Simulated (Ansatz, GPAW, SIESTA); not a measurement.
# MgS: programs and potentials compared

```
CELL_PARAMETERS angstrom
0.00000 2.83312 2.83312
2.83312 0.00000 2.83312
2.83312 2.83312 0.00000
ATOMIC_POSITIONS crystal
S 0.25000 0.25000 0.25000
Mg 0.00000 0.00000 0.00000
```

The cell comes from a database or a generator and needn't be the stable form of this composition.

Alike in all runs: task band structure; functional PBEsol; k mesh 8 × 8 × 8; occupations fermi-dirac, width 0.05 eV; no spin polarisation; no spin-orbit coupling. Pressure is positive in compression and, in plane waves, holds the error of the finite cutoff. Gaps are the smaller of the mesh's and the band path's.

```csv
program and potentials,plane-wave cutoff (eV),notes,band gap (eV),pressure (GPa)
"GPAW, PAW data sets generated for this functional",800,-,?,?
"Ansatz, all-electron LAPW, scalar-relativistic",-,-,3.28,-0.46
"SIESTA, files PseudoDojo sr-pbesol-0.4.1-standard, DZP (energy shift 0.003 Ry; two zetas on semicore shells)",-,atomic basis,3.27,1.24
```

Question: Estimate from the other rows what the run with GPAW, PAW data sets generated for this functional gave.

Answer: Band gap 3.28 eV; pressure -0.37 GPa. The other rows, which needn't bracket it: band gap 3.27 to 3.28; pressure -0.46 to 1.24.
